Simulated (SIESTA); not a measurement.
Wanted: the native input for a SIESTA 5.4.2 run.

- Task: single point
- Functional: PBE
- Potentials or basis: PseudoDojo 0.4 standard (PBE files)
- Basis: DZP (energy shift 0.002 Ry)
- Grid cutoff: 800 Ry
- Energy shift: 0.002 Ry
- k mesh: 9 × 9 × 9
- Occupations: fermi-dirac, width 0.05 eV
- Spin: no spin polarisation

The system is HfO2.

```
CELL_PARAMETERS angstrom
0.00000 2.55750 2.55750
2.55750 0.00000 2.55750
2.55750 2.55750 0.00000
ATOMIC_POSITIONS crystal
Hf 0.00000 0.00000 0.00000
O 0.75000 0.75000 0.75000
O 0.25000 0.25000 0.25000
```

Measurements of this composition are mostly on another form, of space group No. 14.

The input as run:

HfO2.fdf

```
SystemName                      HfO2
SystemLabel                     HfO2
NumberOfSpecies                 2
NumberOfAtoms                   3
%block ChemicalSpeciesLabel
  1  72 Hf
  2   8 O
%endblock ChemicalSpeciesLabel

UseStructFile                   true

%block kgrid.MonkhorstPack
    9   0   0  0.0
    0   9   0  0.0
    0   0   9  0.0
%endblock kgrid.MonkhorstPack
XC.Functional                   GGA
XC.Authors                      PBE
PAO.BasisSize                   DZP
PAO.EnergyShift                 0.002 Ry
Mesh.Cutoff                     800 Ry
OccupationFunction              FD
ElectronicTemperature           0.05 eV
MaxSCFIterations                120
SCF.MustConverge                false
SCF.Mixer.Method                Pulay
SCF.Mixer.Weight                0.25
SCF.Mixer.History               8
SCF.DM.Tolerance                5.0e-05
SCF.H.Tolerance                 1.0e-03 eV
WriteForces                     true
Charge.Mulliken                 end
Charge.Hirshfeld                end
Charge.Voronoi                  end
SaveRho                         true
SaveElectrostaticPotential      true
```

HfO2.STRUCT_IN

```
   0.0000000000     2.5575000000     2.5575000000
   2.5575000000     0.0000000000     2.5575000000
   2.5575000000     2.5575000000     0.0000000000
3
1  72    0.0000000000     0.0000000000     0.0000000000
2   8    0.7500000000     0.7500000000     0.7500000000
2   8    0.2500000000     0.2500000000     0.2500000000
```

Potentials or basis: PseudoDojo 0.4 standard (PBE files), DZP (energy shift 0.002 Ry).

Launch:

```bash
$ siesta < HfO2.fdf > HfO2.out 2>&1
```

Results of the run:

```json
{
  "Pressure": "-1.0 GPa",
  "Band gap on the k mesh": "3.66 eV, indirect (least direct gap 3.82 eV)",
  "Hirshfeld charges": "Hf +0.70; O -0.35 e",
  "Voronoi charges": "Hf +0.74; O -0.37 e"
}
```

Caveat: semicore shells carry a single zeta, which can move pressures by several GPa and volumes by a few percent; spin-orbit coupling is left out, which moves the levels of the heavy elements; an odd mesh through Γ misses points on the zone boundary, where band edges often lie; the basis of atomic orbitals isn't converged, which shifts pressures, moduli and gaps.

Wall time 75 s on 1 thread of Arm Neoverse V1, with other jobs on the host, peak memory 0.32 GiB.
